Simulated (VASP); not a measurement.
BaTiO3:

```
CELL_PARAMETERS angstrom
3.99038 0.00000 0.00000
0.00000 3.99038 0.00000
0.00000 0.00000 4.10266
ATOMIC_POSITIONS crystal
Ba 0.50000 0.50000 0.58254
Ti 0.00000 0.00000 0.10004
O 0.00000 0.50000 0.06422
O 0.50000 0.00000 0.06422
O 0.00000 0.00000 0.54897
```

The cell is a database's computed one.

| Item | Value |
| --- | --- |
| Program | VASP 6.6.1 |
| Task | relaxation of cell and atoms |
| Functional | LDA |
| Potentials or basis | VASP PAW LDA potentials, release 64 (Ba_sv, Ti_sv, O) |
| Cutoff | 600 eV |
| k mesh | 8 × 8 × 8 |
| Occupations | gaussian, width 0.02 eV |
| Spin | no spin polarisation |

At the start: pressure -7.5 GPa; volume 13.07 Å³/atom.

How do energy, volume and symmetry change on relaxing?

Over 22 steps the energy falls by 15.4 meV/atom and the volume is 12.40 Å³/atom (-5.1 %); space group P4mm (No. 99, to 0.05 Å).

The path:
```
step  energy change (eV)  largest force (eV/Å)  pressure (GPa)  volume (Å³)
   1              0.0000                0.1696           -7.50        65.33
   2              0.0242                1.0817           10.02        59.71
   3             -0.0665                0.3598           -0.22        62.65
   4             -0.0665                0.3714           -0.05        62.59
   5             -0.0716                0.0743            0.11        62.30
   6             -0.0717                0.0557            0.13        62.28
   7             -0.0738                0.0427           -0.15        62.29
   8             -0.0752                0.0613           -0.58        62.30
   9             -0.0758                0.0780            0.46        61.90
  10             -0.0759                0.0673            0.17        62.02
  11             -0.0765                0.0376            0.11        61.99
  12             -0.0768                0.0221            0.07        61.96
  13             -0.0768                0.0227            0.08        61.96
  14             -0.0768                0.0084           -0.11        62.02
  15             -0.0768                0.0102           -0.09        62.01
  16             -0.0768                0.0128            0.06        61.97
  17             -0.0768                0.0077            0.02        61.99
  18             -0.0768                0.0068           -0.01        61.99
  19             -0.0768                0.0073           -0.01        61.99
  20             -0.0768                0.0076           -0.02        61.99
  21             -0.0768                0.0076           -0.01        61.99
  22             -0.0768                0.0025            0.00        61.98
```

Final structure:
```
CELL_PARAMETERS angstrom
3.94109 0.00000 0.00000
0.00000 3.94109 0.00000
0.00000 0.00000 3.99037
ATOMIC_POSITIONS crystal
Ba 0.50000 0.50000 0.57879
Ti 0.00000 0.00000 0.09158
O 0.00000 0.50000 0.06570
O 0.50000 0.00000 0.06570
O 0.00000 0.00000 0.55823
```
